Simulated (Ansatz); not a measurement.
# Tc: the cost of one run

Computed with Ansatz 0.2.0 (DFT PBE, scalar-relativistic, unless a step's input says otherwise).

### 1 The structure to begin with

The structure is hexagonal, space group P6_3/mmc (No. 194). The conventional cell has a = 2.740 Å, b = 2.740 Å, c = 4.398 Å, α = 90.00°, β = 90.00°, γ = 120.00°. Tc (site symmetry -6m2) is surrounded by 12 Tc at 2.71 to 2.74 Å.

As a file:

```cif
data_structure
_symmetry_space_group_name_H-M 'P6_3/mmc'
_symmetry_Int_Tables_number 194
_cell_length_a 2.7400
_cell_length_b 2.7400
_cell_length_c 4.3980
_cell_angle_alpha 90.000
_cell_angle_beta 90.000
_cell_angle_gamma 120.000
_cell_volume 28.59
loop_
_atom_site_label
_atom_site_type_symbol
_atom_site_symmetry_multiplicity
_atom_site_Wyckoff_symbol
_atom_site_fract_x
_atom_site_fract_y
_atom_site_fract_z
_atom_site_occupancy
Tc1 Tc 2 c 0.33333 0.66667 0.25000 1
```

The file gives the conventional cell by its symmetry; the runs use the cell typed in the input.

Structure: COD 1541062, as refined from experiment and not relaxed.

Atoms are numbered in the order of the input: Tc1, Tc2.

### 2 Volume × 0.9405, LAPW

input.yaml reads:

```yaml
crystal:
  lattice:
    - [2.6845419187, 0.0, 0.0]
    - [-1.3422709594, 2.3248814992, 0.0]
    - [0.0, 0.0, 4.3089834395]
  atoms:
    - { symbol: Tc, position: [0.3333333333, 0.6666666667, 0.25] }
    - { symbol: Tc, position: [0.6666666667, 0.3333333333, 0.75] }
kpoints:
  mp_grid: { grid: [17, 17, 9] }
scf:
  occupations: { method: fermi_dirac, width: 0.08 }
hamiltonian:
  xc: pbe
  pseudopotentials: { kind: all_electron, lapw: { basis_error: 0.001 } }
output:
  forces: true
  stress: true
  eigenvalues: true
```

Started as:

```sh
$ ansatz run input.yaml --threads 1 --pin off --max-ram 2048MiB --backend cpu --events-out ev --progress --plain --runs-dir out
```

What time and memory should one allow on 1 thread of Arm Neoverse V2, shared host?

About 36 s, with a peak of 0.6 GiB.
